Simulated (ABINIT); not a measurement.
# Fe (Im-3m) in ABINIT: notebook

The runs below take Fe through single point, with PBE.

All numbers are computed with ABINIT 10.8.3 (patched build); they aren't measurements. Logs are shortened: lines on timing, memory, paths and dates and some standing lists are left out, and cuts for length are marked. The log counts tension as positive stress, the text compression.

### 1 The crystal as given

Symmetry: Im-3m, No. 229, cubic system. The conventional cell has a = 2.886 Å, b = 2.886 Å, c = 2.886 Å, α = 90.00°, β = 90.00°, γ = 90.00°. Fe (site symmetry m-3m) is surrounded by 8 Fe at 2.50 Å.

### 2 Single point, PBE, collinear spin, ferromagnetic start

Input file run.abi:

```
pp_dirpath "./"
pseudos "Fe.GGA_PBE-ansatz.xml"

acell 3*1.0 Angstrom
rprim
    -1.4430000000     1.4430000000     1.4430000000
     1.4430000000    -1.4430000000     1.4430000000
     1.4430000000     1.4430000000    -1.4430000000
ntypat 1
znucl 26
natom 1
typat 1
xred
     0.0000000000     0.0000000000     0.0000000000

ecut 15.4
pawecutdg 30.8
pawxcdev 0
pawovlp 30

kptopt 1
ngkpt 13 13 13
nshiftk 1
shiftk 0.0 0.0 0.0

ixc 11

nband 13
occopt 4
tsmear 0.00367493

nsppol 2
spinat
     0.0000000000     0.0000000000     3.0000000000

nstep 100
tolvrs 1.0e-9

iomode 3
prtwf 0
prtden 0
prteig 0
prtebands 0
```

Potentials or basis: Ansatz PAW PBE default generated set, frozen core.

Launch:

```sh
$ abinit run.abi > log 2>&1
```

run.abo:

```text
[... set-up lines left out ...]
 ETOT  1  -124.07163641176    -1.241E+02 2.774E+00 6.476E+00 1.810E+00 1.810E+00
 ETOT  2  -124.39534551199    -3.237E-01 2.199E-01 1.615E+01 5.714E-01 2.381E+00
 ETOT  3  -124.40536224584    -1.002E-02 1.963E-01 5.567E+00 2.222E-01 2.159E+00
 ETOT  4  -124.42238738488    -1.703E-02 1.444E-02 7.394E-01 6.951E-02 2.229E+00
 ETOT  5  -124.43369094406    -1.130E-02 4.106E-03 8.726E-01 1.289E-02 2.216E+00
 ETOT  6  -124.43397300345    -2.821E-04 3.941E-03 1.647E-01 4.916E-02 2.265E+00
 ETOT  7  -124.43392957849     4.342E-05 1.057E-03 3.746E-02 2.885E-03 2.262E+00
 ETOT  8  -124.43387678244     5.280E-05 7.888E-04 8.428E-04 2.238E-03 2.264E+00
 ETOT  9  -124.43390335685    -2.657E-05 2.497E-04 3.828E-03 5.596E-03 2.270E+00
 ETOT 10  -124.43390182288     1.534E-06 1.490E-04 1.966E-04 4.249E-03 2.274E+00
 ETOT 11  -124.43390178413     3.875E-08 6.467E-05 1.010E-05 2.229E-03 2.276E+00
 ETOT 12  -124.43390189778    -1.136E-07 5.284E-05 6.695E-07 1.278E-03 2.277E+00
 ETOT 13  -124.43390190093    -3.150E-09 2.569E-05 4.034E-08 4.415E-04 2.278E+00
 ETOT 14  -124.43390190244    -1.517E-09 2.925E-05 5.029E-07 1.503E-05 2.278E+00
 ETOT 15  -124.43390190202     4.260E-10 3.185E-05 2.466E-08 5.740E-06 2.278E+00
 ETOT 16  -124.43390190200     1.822E-11 3.713E-05 1.666E-10 1.759E-05 2.278E+00

 At SCF step   16       nres2   =  1.67E-10 < tolvrs=  1.00E-09 =>converged.

 Cartesian components of stress tensor (hartree/bohr^3)
  sigma(1 1)=  3.22504122E-04  sigma(3 2)=  0.00000000E+00
  sigma(2 2)=  3.22504122E-04  sigma(3 1)=  0.00000000E+00
  sigma(3 3)=  3.22504122E-04  sigma(2 1)=  0.00000000E+00

--- !ResultsGS
iteration_state: {dtset: 1, }
comment   : Summary of ground state results
lattice_vectors:
- [ -2.7268748,   2.7268748,   2.7268748, ]
- [  2.7268748,  -2.7268748,   2.7268748, ]
- [  2.7268748,   2.7268748,  -2.7268748, ]
lattice_lengths: [   4.72309,    4.72309,    4.72309, ]
lattice_angles: [109.471, 109.471, 109.471, ] # degrees, (23, 13, 12)
lattice_volume:   8.1106486E+01
convergence: {deltae:  1.822E-11, res2:  1.666E-10, residm:  3.713E-05, diffor: null, }
etotal    :  -1.24433902E+02
entropy   :   0.00000000E+00
fermie    :   3.36246901E-01
cartesian_stress_tensor: # hartree/bohr^3
- [  3.22504122E-04,   0.00000000E+00,   0.00000000E+00, ]
- [  0.00000000E+00,   3.22504122E-04,   0.00000000E+00, ]
- [  0.00000000E+00,   0.00000000E+00,   3.22504122E-04, ]
pressure_GPa:  -9.4884E+00
xred      :
- [  0.0000E+00,   0.0000E+00,   0.0000E+00, Fe]
cartesian_forces: # hartree/bohr
- [ -0.00000000E+00,  -0.00000000E+00,  -0.00000000E+00, ]
force_length_stats: {min:   0.00000000E+00, max:   0.00000000E+00, mean:   0.00000000E+00, }
...

 Integrated electronic and magnetization densities in atomic spheres:
 ------------------------------------------------------------------------------------------------------------
 Radius=ratsph(iatom), smearing ratsm=  0.0000. Diff(up-dn)=approximate z local magnetic moment.
    Atom    Radius    up_density   dn_density  Total(up+dn)  Diff(up-dn)
    1 Fe   2.63806     9.113531     6.835622     15.949153     2.277908
 ------------------------------------------------------------------------------------------------------------
  Sum:                 9.113531     6.835622     15.949153     2.277908
 Total magnetization (from the atomic spheres):                2.277908
 Total magnetization (exact up - dn):                          2.253897

================================================================================

 ----iterations are completed or convergence reached----

 Mean square residual over all n,k,spin=   29.108E-09; max=  37.127E-06
 reduced coordinates (array xred) for    1 atoms
       0.000000000000      0.000000000000      0.000000000000
 rms dE/dt=  0.0000E+00; max dE/dt=  0.0000E+00; dE/dt below (all hartree)
    1       0.000000000000      0.000000000000      0.000000000000

 cartesian coordinates (angstrom) at end:
    1      0.00000000000000     0.00000000000000     0.00000000000000

 cartesian forces (hartree/bohr) at end:
    1     -0.00000000000000    -0.00000000000000    -0.00000000000000
 frms,max,avg= 0.0000000E+00 0.0000000E+00   0.000E+00  0.000E+00  0.000E+00 h/b

 cartesian forces (eV/Angstrom) at end:
    1     -0.00000000000000    -0.00000000000000    -0.00000000000000
 frms,max,avg= 0.0000000E+00 0.0000000E+00   0.000E+00  0.000E+00  0.000E+00 e/A
 length scales=  1.889726125908  1.889726125908  1.889726125908 bohr
              =  1.000000000000  1.000000000000  1.000000000000 angstroms
 Fermi (or HOMO) energy (hartree) =   0.33625   Average Vxc (hartree)=  -0.46482
 Magnetization (Bohr magneton)=  2.25390888E+00
 Total spin up =  9.12695444E+00   Total spin down =  6.87304556E+00
 Eigenvalues (hartree) for nkpt=  84  k points, SPIN UP:
 kpt#   1, nband= 13, wtk=  0.00046, kpt=  0.0000  0.0000  0.0000 (reduced coord)
  -2.89796   -1.64246   -1.64246   -1.64246    0.03626    0.25626    0.25626    0.25626
   0.29709    0.29709    1.21516    1.21516    1.21516
      occupation numbers for kpt#   1
   1.00000    1.00000    1.00000    1.00000    1.00000    1.00000    1.00000    1.00000
   1.00000    1.00000    0.00000    0.00000    0.00000
 prteigrs : prtvol=0 or 1, do not print more k-points.

 Eigenvalues (hartree) for nkpt=  84  k points, SPIN DOWN:
 kpt#   1, nband= 13, wtk=  0.00046, kpt=  0.0000  0.0000  0.0000 (reduced coord)
  -2.79766   -1.54379   -1.54379   -1.54379    0.04091    0.32915    0.32915    0.32915
   0.40121    0.40121    1.20577    1.20577    1.20577
      occupation numbers for kpt#   1
   1.00000    1.00000    1.00000    1.00000    1.00000    1.02230    1.02230    1.02230
   0.00000    0.00000    0.00000    0.00000    0.00000
 prteigrs : prtvol=0 or 1, do not print more k-points.

--- !EnergyTerms
iteration_state     : {dtset: 1, }
comment             : Components of total free energy in Hartree
kinetic             :  1.28185996856054E+01
hartree             :  3.28074852458547E+01
xc                  : -4.31039734222761E+00
Ewald energy        : -8.54131406383100E+01
psp_core            :  4.76481799946830E+00
local_psp           : -8.31548593411167E+01
PAW spherical_terms : -1.94642208223610E+00
internal            : -1.24433916472962E+02
'-kT*entropy'       :  1.21294706176548E-05
total_energy        : -1.24433904343491E+02
total_energy_eV     : -3.38601903318620E+03
...

--- !EnergyTermsDC
iteration_state     : {dtset: 1, }
comment             : '"Double-counting" decomposition of free energy'
band_energy         : -1.32140169978175E+01
Ewald energy        : -8.54131406383100E+01
psp_core            :  4.76481799946830E+00
xc_dc               : -3.15690485886575E+01
PAW spherical_terms :  9.97474193847895E-01
internal            : -1.24433914031469E+02
'-kT*entropy'       :  1.21294706176548E-05
total_energy_dc     : -1.24433901901998E+02
total_energy_dc_eV  : -3.38601896674978E+03
...

--- !EnergyTermsWithPAWCore
iteration_state     : {dtset: 1, }
comment             : 'Components of total free energy, including PAW core contributions'
Total energy        : -1.26354257604591E+03
Total energy DC     : -1.26354257360442E+03
Total energy (eV)   : -3.43827450750270E+04
Total energy DC (eV): -3.43827450085906E+04
...

 Cartesian components of stress tensor (hartree/bohr^3)
  sigma(1 1)=  3.22504122E-04  sigma(3 2)=  0.00000000E+00
  sigma(2 2)=  3.22504122E-04  sigma(3 1)=  0.00000000E+00
  sigma(3 3)=  3.22504122E-04  sigma(2 1)=  0.00000000E+00

-Cartesian components of stress tensor (GPa)         [Pressure= -9.4884E+00 GPa]
- sigma(1 1)=  9.48839885E+00  sigma(3 2)=  0.00000000E+00
- sigma(2 2)=  9.48839885E+00  sigma(3 1)=  0.00000000E+00
- sigma(3 3)=  9.48839885E+00  sigma(2 1)=  0.00000000E+00

== END DATASET(S) ==============================================================
================================================================================

 -outvars: echo values of variables after computation  --------
            acell      1.8897261259E+00  1.8897261259E+00  1.8897261259E+00 Bohr
           etotal     -1.2443390190E+02
            fcart     -0.0000000000E+00 -0.0000000000E+00 -0.0000000000E+00
            rprim     -1.4430000000E+00  1.4430000000E+00  1.4430000000E+00
                       1.4430000000E+00 -1.4430000000E+00  1.4430000000E+00
                       1.4430000000E+00  1.4430000000E+00 -1.4430000000E+00
           strten      3.2250412172E-04  3.2250412172E-04  3.2250412172E-04
                       0.0000000000E+00  0.0000000000E+00  0.0000000000E+00
 Calculation completed.
```

Run time: 42 s. Hardware: 1 thread of Arm Neoverse V2, shared host; peak memory 0.26 GiB.

What came out:

* Free energy: -3386.0190 eV
* Pressure: -9.5 GPa
* Band gap on the k mesh: none (metal or under the smearing width)
* Net moment: 2.25 μB per cell
* Site moments: Fe +2.28 μB

Caveat: the atomic spheres overlap.

### 3 Single point, PBE, collinear spin, ferromagnetic start

run.abi: that of step 2 with these lines changed.

```diff
@@ -28,3 +28,3 @@
 nband 13
-occopt 4
+occopt 5
 tsmear 0.00367493
```

Potentials or basis: Ansatz PAW PBE default generated set, frozen core.

Launch:

```sh
$ abinit run.abi > log 2>&1
```

run.abo:

```text
[... set-up lines left out ...]
 ETOT  1  -124.07164108880    -1.241E+02 2.774E+00 6.484E+00 1.809E+00 1.809E+00
 ETOT  2  -124.39534212011    -3.237E-01 2.199E-01 1.617E+01 5.733E-01 2.382E+00
 ETOT  3  -124.40534669929    -1.000E-02 1.963E-01 5.568E+00 2.240E-01 2.158E+00
 ETOT  4  -124.42238317358    -1.704E-02 1.449E-02 7.383E-01 7.078E-02 2.229E+00
 ETOT  5  -124.43366609404    -1.128E-02 4.108E-03 8.620E-01 1.182E-02 2.217E+00
 ETOT  6  -124.43397462709    -3.085E-04 3.939E-03 1.645E-01 4.928E-02 2.266E+00
 ETOT  7  -124.43392653074     4.810E-05 1.043E-03 3.785E-02 3.154E-03 2.263E+00
 ETOT  8  -124.43387054344     5.599E-05 7.765E-04 7.254E-04 1.954E-03 2.265E+00
 ETOT  9  -124.43390082313    -3.028E-05 2.465E-04 3.901E-03 5.666E-03 2.271E+00
 ETOT 10  -124.43389955521     1.268E-06 1.466E-04 1.840E-04 4.388E-03 2.275E+00
 ETOT 11  -124.43389955293     2.284E-09 7.232E-05 8.520E-06 2.238E-03 2.278E+00
 ETOT 12  -124.43389965056    -9.763E-08 5.191E-05 9.657E-07 1.250E-03 2.279E+00
 ETOT 13  -124.43389965347    -2.905E-09 3.512E-05 3.056E-08 4.493E-04 2.279E+00
 ETOT 14  -124.43389965507    -1.605E-09 3.138E-05 5.589E-07 4.234E-06 2.279E+00
 ETOT 15  -124.43389965464     4.348E-10 4.335E-05 2.120E-08 1.227E-05 2.279E+00
 ETOT 16  -124.43389965463     1.056E-11 3.889E-05 3.955E-10 2.115E-05 2.279E+00

 At SCF step   16       nres2   =  3.95E-10 < tolvrs=  1.00E-09 =>converged.

 Cartesian components of stress tensor (hartree/bohr^3)
  sigma(1 1)=  3.21528001E-04  sigma(3 2)=  0.00000000E+00
  sigma(2 2)=  3.21528001E-04  sigma(3 1)=  0.00000000E+00
  sigma(3 3)=  3.21528001E-04  sigma(2 1)=  0.00000000E+00

--- !ResultsGS
iteration_state: {dtset: 1, }
comment   : Summary of ground state results
lattice_vectors:
- [ -2.7268748,   2.7268748,   2.7268748, ]
- [  2.7268748,  -2.7268748,   2.7268748, ]
- [  2.7268748,   2.7268748,  -2.7268748, ]
lattice_lengths: [   4.72309,    4.72309,    4.72309, ]
lattice_angles: [109.471, 109.471, 109.471, ] # degrees, (23, 13, 12)
lattice_volume:   8.1106486E+01
convergence: {deltae:  1.056E-11, res2:  3.955E-10, residm:  3.889E-05, diffor: null, }
etotal    :  -1.24433900E+02
entropy   :   0.00000000E+00
fermie    :   3.36228695E-01
cartesian_stress_tensor: # hartree/bohr^3
- [  3.21528001E-04,   0.00000000E+00,   0.00000000E+00, ]
- [  0.00000000E+00,   3.21528001E-04,   0.00000000E+00, ]
- [  0.00000000E+00,   0.00000000E+00,   3.21528001E-04, ]
pressure_GPa:  -9.4597E+00
xred      :
- [  0.0000E+00,   0.0000E+00,   0.0000E+00, Fe]
cartesian_forces: # hartree/bohr
- [ -0.00000000E+00,  -0.00000000E+00,  -0.00000000E+00, ]
[... 37 lines left out ...]
 Total spin up =  9.12756963E+00   Total spin down =  6.87243037E+00
 Eigenvalues (hartree) for nkpt=  84  k points, SPIN UP:
 kpt#   1, nband= 13, wtk=  0.00046, kpt=  0.0000  0.0000  0.0000 (reduced coord)
  -2.89799   -1.64249   -1.64249   -1.64249    0.03626    0.25623    0.25623    0.25623
   0.29707    0.29707    1.21517    1.21517    1.21517
      occupation numbers for kpt#   1
   1.00000    1.00000    1.00000    1.00000    1.00000    1.00000    1.00000    1.00000
   1.00000    1.00000    0.00000    0.00000    0.00000
 prteigrs : prtvol=0 or 1, do not print more k-points.

 Eigenvalues (hartree) for nkpt=  84  k points, SPIN DOWN:
 kpt#   1, nband= 13, wtk=  0.00046, kpt=  0.0000  0.0000  0.0000 (reduced coord)
  -2.79763   -1.54376   -1.54376   -1.54376    0.04090    0.32918    0.32918    0.32918
   0.40122    0.40122    1.20576    1.20576    1.20576
      occupation numbers for kpt#   1
   1.00000    1.00000    1.00000    1.00000    1.00000    1.02889    1.02889    1.02889
   0.00000    0.00000    0.00000    0.00000    0.00000
 prteigrs : prtvol=0 or 1, do not print more k-points.

--- !EnergyTerms
iteration_state     : {dtset: 1, }
comment             : Components of total free energy in Hartree
kinetic             :  1.28184710151722E+01
hartree             :  3.28073782469157E+01
xc                  : -4.31038588885505E+00
Ewald energy        : -8.54131406383100E+01
psp_core            :  4.76481799946830E+00
local_psp           : -8.31547104745100E+01
PAW spherical_terms : -1.94634779167998E+00
internal            : -1.24433917531799E+02
'-kT*entropy'       :  1.72582052582116E-05
total_energy        : -1.24433900273594E+02
total_energy_eV     : -3.38601892243864E+03
...

--- !EnergyTermsDC
iteration_state     : {dtset: 1, }
comment             : '"Double-counting" decomposition of free energy'
band_energy         : -1.32141202478226E+01
Ewald energy        : -8.54131406383100E+01
psp_core            :  4.76481799946830E+00
xc_dc               : -3.15689457494093E+01
PAW spherical_terms :  9.97471723240317E-01
internal            : -1.24433916912833E+02
'-kT*entropy'       :  1.72582052582116E-05
total_energy_dc     : -1.24433899654628E+02
total_energy_dc_eV  : -3.38601890559572E+03
...

--- !EnergyTermsWithPAWCore
iteration_state     : {dtset: 1, }
comment             : 'Components of total free energy, including PAW core contributions'
Total energy        : -1.26354257197601E+03
Total energy DC     : -1.26354257135705E+03
Total energy (eV)   : -3.43827449642795E+04
Total energy DC (eV): -3.43827449474366E+04
...

 Cartesian components of stress tensor (hartree/bohr^3)
  sigma(1 1)=  3.21528001E-04  sigma(3 2)=  0.00000000E+00
  sigma(2 2)=  3.21528001E-04  sigma(3 1)=  0.00000000E+00
  sigma(3 3)=  3.21528001E-04  sigma(2 1)=  0.00000000E+00

-Cartesian components of stress tensor (GPa)         [Pressure= -9.4597E+00 GPa]
- sigma(1 1)=  9.45968039E+00  sigma(3 2)=  0.00000000E+00
- sigma(2 2)=  9.45968039E+00  sigma(3 1)=  0.00000000E+00
- sigma(3 3)=  9.45968039E+00  sigma(2 1)=  0.00000000E+00

== END DATASET(S) ==============================================================
================================================================================

 -outvars: echo values of variables after computation  --------
            acell      1.8897261259E+00  1.8897261259E+00  1.8897261259E+00 Bohr
           etotal     -1.2443389965E+02
            fcart     -0.0000000000E+00 -0.0000000000E+00 -0.0000000000E+00
            rprim     -1.4430000000E+00  1.4430000000E+00  1.4430000000E+00
                       1.4430000000E+00 -1.4430000000E+00  1.4430000000E+00
                       1.4430000000E+00  1.4430000000E+00 -1.4430000000E+00
           strten      3.2152800113E-04  3.2152800113E-04  3.2152800113E-04
                       0.0000000000E+00  0.0000000000E+00  0.0000000000E+00
 Calculation completed.
```

Run time: 42 s. Hardware: 1 thread of Arm Neoverse V2, shared host; peak memory 0.26 GiB.

What came out:

```
Free energy            : -3386.0189 eV
Pressure               : -9.5 GPa
Band gap on the k mesh : none (metal or under the smearing width)
Net moment             : 2.26 μB per cell
Site moments           : Fe +2.28 μB
```

Levels at points of the mesh, in eV from the Fermi level:
Spin up:
```csv
k point,band 7,band 8,band 9,band 10,band 11,band 12
"(0.00, 0.00, 0.00)",-2.18,-2.18,-1.07,-1.07,23.92,23.92
```
Spin down:
```csv
k point,band 4,band 5,band 6,band 7,band 8,band 9,band 10,band 11
"(0.00, 0.00, 0.00)",-51.16,-8.04,-0.19,-0.19,-0.19,1.77,1.77,23.66
```

Caveat: the atomic spheres overlap.

### 4 Single point, PBE, collinear spin, ferromagnetic start

run.abi: that of step 3 with these lines changed.

```diff
@@ -28,3 +28,3 @@
 nband 13
-occopt 5
+occopt 6
 tsmear 0.00367493
```

Launch:

```sh
$ abinit run.abi > log 2>&1
```

It took 42 s on 1 thread of Arm Neoverse V2, shared host; peak memory 0.25 GiB.

Results (log left out):

```
Free energy            : -3386.0191 eV
Pressure               : -9.6 GPa
Band gap on the k mesh : none (metal or under the smearing width)
Net moment             : 2.25 μB per cell
Site moments           : Fe +2.27 μB
```

Levels at points of the mesh, in eV from the Fermi level:
Spin up:
```tsv
k point	band 7	band 8	band 9	band 10	band 11	band 12
(0.00, 0.00, 0.00)	-2.18	-2.18	-1.07	-1.07	23.91	23.91
```
Spin down:
| k point | band 4 | band 5 | band 6 | band 7 | band 8 | band 9 | band 10 | band 11 |
| --- | --- | --- | --- | --- | --- | --- | --- | --- |
| (0.00, 0.00, 0.00) | -51.16 | -8.04 | -0.20 | -0.20 | -0.20 | 1.77 | 1.77 | 23.66 |

Caveat: the atomic spheres overlap.

### 5 Overview

| smearing | gap on the mesh (eV) | pressure (GPa) | moment (μB) |
| --- | --- | --- | --- |
| cold (ABINIT) 0.1 eV | none | -9.5 | 2.25 |
| cold-b (ABINIT) 0.1 eV | none | -9.5 | 2.26 |
| methfessel-paxton 0.1 eV | none | -9.6 | 2.25 |

Alike in all rows: task single point; level PBE; potentials or basis Ansatz PAW PBE default generated set, frozen core; spin collinear, ferromagnetic start; cell as given; k mesh 13 × 13 × 13; cutoff (eV) 419.

Every run on the cell as given and a fine mesh finds a metal.

Caveats: the atomic spheres overlap.

Total energies depend on the potentials used, so only differences within one code and one set of settings carry meaning.
